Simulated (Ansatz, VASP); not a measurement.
# One calculation of Al, two programs

INCAR

```
SYSTEM = Al
PREC = Accurate
ENCUT = 520
EDIFF = 1E-6
ISMEAR = -1
SIGMA = 0.1
LREAL = .FALSE.
LASPH = .TRUE.
NELM = 80
ALGO = Normal
ISIF = 2
LWAVE = .FALSE.
LCHARG = .TRUE.
GGA = B5
ALDAX = 1.0
AGGAX = 1.0
AGGAC = 1.0
ALDAC = 0.0
LELF = .TRUE.
LVHAR = .TRUE.
NBANDS = 10
```

Contents of KPOINTS:

```
regular mesh
0
G
  10 10 10
  0 0 0
```

POSCAR

```
Al
1.0
    0.0000000000      3.1976817555      3.1976817555
    3.1976817555      0.0000000000      3.1976817555
    3.1976817555      3.1976817555      0.0000000000
Al
2
Direct
    0.1250000000      0.1250000000      0.1250000000
    0.8750000000      0.8750000000      0.8750000000
```

Input for Ansatz:

```yaml
crystal:
  lattice:
    - [0.0, 3.1976817555, 3.1976817555]
    - [3.1976817555, 0.0, 3.1976817555]
    - [3.1976817555, 3.1976817555, 0.0]
  atoms:
    - { symbol: Al, position: [0.125, 0.125, 0.125] }
    - { symbol: Al, position: [0.875, 0.875, 0.875] }
hamiltonian:
  xc: blyp
  pseudopotentials:
    kind: paw
    azcp:
      Al: "pseudopotentials/Al.paw.azcp"
basis:
  ecutwfc: 420
  fft_grid_basis: typed
kpoints:
  mp_grid: { grid: [10, 10, 10], shift: [0, 0, 0] }
magnetization:
  spin_polarized: false
scf:
  occupations: { method: fermi_dirac, width: 0.1 }
  lower_state_search: "off"
output:
  stress: true
```

Alike in both runs: task single point; functional BLYP; k mesh 10 × 10 × 10; occupations fermi-dirac, width 0.1 eV; no spin polarisation.

|  | VASP | Ansatz |
| --- | --- | --- |
| version | VASP 6.6.1 | Ansatz 0.2.0 |
| potentials or method | VASP PAW PBE potentials, release 64 (Al) | plane waves (420 eV) with PAW, scalar-relativistic |
| plane-wave cutoff (eV) | 520 | 420 |
| valence electrons in the cell | 6 | 6 |

|  | VASP | Ansatz | Ansatz less VASP |
| --- | --- | --- | --- |
| pressure (GPa) | -2.6 | -2.7 | -0.03 |

Caveats: the PAW data sets were made with another functional, which shifts forces and pressure a little (VASP).
